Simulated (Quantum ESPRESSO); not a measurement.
## BeTe under changes of volume

One of the cells (21.254 Å³/atom); the others are scaled copies at fixed shape and fractional positions:

```xyz
2
Lattice="0.0000 2.7700 2.7700 2.7700 0.0000 2.7700 2.7700 2.7700 0.0000" Properties=species:S:1:pos:R:3 pbc="T T T"
Te    4.1550    4.1550    4.1550
Be    0.0000    0.0000    0.0000
```

* Program: Quantum ESPRESSO 7.5
* Functional: r2SCAN
* Potentials or basis: SG15 PBE 1.2
* Cutoff: 952 eV
* Density cutoff: 3810 eV
* k mesh: 6 × 6 × 6
* Occupations: fermi-dirac, width 0.05 eV
* Spin: no spin polarisation

| volume (Å³/atom) | energy over the lowest point (meV/atom) | pressure (GPa) | gap on the mesh (eV) |
| --- | --- | --- | --- |
| 19.979 | ? | ? | ? |
| 20.404 | 36.46 | 6.6 | 2.27 |
| 20.829 | 21.19 | 4.9 | 2.32 |
| 21.254 | 10.28 | 3.3 | 2.37 |
| 21.679 | 3.34 | 1.9 | 2.42 |
| 22.104 | 0.02 | 0.6 | 2.46 |
| 22.529 | 0.00 | -0.6 | 2.50 |

Question: What does the run at 19.979 Å³/atom give?

Answer: Energy over the lowest point 56.50 meV/atom; pressure 8.5 GPa; gap on the mesh 2.21 eV.

Worked out: A Birch-Murnaghan fit of order 3 (a polynomial in V^(-2/3)) to the other rows has its minimum at 22.32 Å³/atom with B0 = V·E''(V) = 62 GPa and B' = 3.8. It gives 56.52 meV/atom at 19.979 Å³/atom, against the run's 56.50, and -dE/dV = 8.5 GPa, against 8.5. A straight line through the other rows of the gap, of slope 2.34 eV per unit of ln V, extrapolates to 2.22 eV, against the run's 2.21.

Energies are extrapolated to zero smearing.

Caveats: the potentials were made for another functional, which shifts forces and pressure; spin-orbit coupling is left out, which moves the levels of the heavy elements.

A mesh can miss the band edges.
